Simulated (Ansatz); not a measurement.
How CuI answers to pressure

Space group Cmcm (No. 63). a = 7.466 Å, b = 7.422 Å, c = 4.307 Å, α = 90.00°, β = 90.00°, γ = 90.00°
```
atom  site  symmetry       x       y       z
  Cu    4c       m2m  0.5000  0.0796  0.7500
   I    4c       m2m  0.5000  0.7300  0.7500
```

The runs use the primitive cell with vectors (3.733, -3.711, 0.000), (3.733, 3.711, 0.000), (0.000, 0.000, 4.307) Å, to which the k mesh refers.

It takes space group Cmcm (No. 63, orthorhombic). The conventional cell has a = 7.466 Å, b = 7.422 Å, c = 4.307 Å, α = 90.00°, β = 90.00°, γ = 90.00°. Cu (site symmetry m2m) has 2 Cu at 2.46 Å and 3 I at 2.58 to 2.59 Å as nearest neighbours. I (site symmetry m2m) has 3 Cu at 2.58 to 2.59 Å as nearest neighbours.

The cell is the one relaxed in the Materials Project (mp-1007922), not relaxed further here; entries there can be hypothetical.

No spin–orbit coupling, which matters for the heavy atoms here.

Computed with DFT, LDA, all-electron LAPW, scalar-relativistic in Ansatz 0.2.0.

Settings: a Γ-centred 5×5×6 k mesh, Fermi–Dirac smearing of 0.02 eV, basis error target 0.5 meV/atom, no spin polarisation.

The cell is scaled evenly with fractional coordinates held. Semilocal gaps are too small, but their slopes carry over better.

```json
{"V/V(cell)": "0.9400", "P (GPa)": "-0.55", "gap on the k mesh (eV)": "0.922"}
{"V/V(cell)": "0.9800", "P (GPa)": "-2.32", "gap on the k mesh (eV)": "0.877"}
{"V/V(cell)": "1.0000", "P (GPa)": "-3.04", "gap on the k mesh (eV)": "0.857"}
{"V/V(cell)": "1.0100", "P (GPa)": "-3.37", "gap on the k mesh (eV)": "0.848"}
```

Q: From the rows at 0.9800 and 1.0100, what is the bulk modulus at the cell's volume?

A: B = −ΔP/Δln V = −[(-3.37) − (-2.32)]/0.03015 = 34.8 GPa. This is the modulus at -3.04 GPa, not at zero pressure.

Q: What are the gap's volume deformation potential and pressure coefficient?

A: dEg/dln V = (0.848 − 0.877)/0.03015 = -0.96 eV, and dEg/dP = −(dEg/dln V)/B = 28 meV/GPa: pressure widens the gap.

Q: Predict the row at V/V(cell) = 1.0400. How far is a linear estimate of P off?

A: P = -4.23 GPa, gap 0.822 eV. The linear estimate P(cell) − B ln(V/V(cell)) = -4.40 GPa misses by 0.17 GPa, since the modulus falls on expansion.
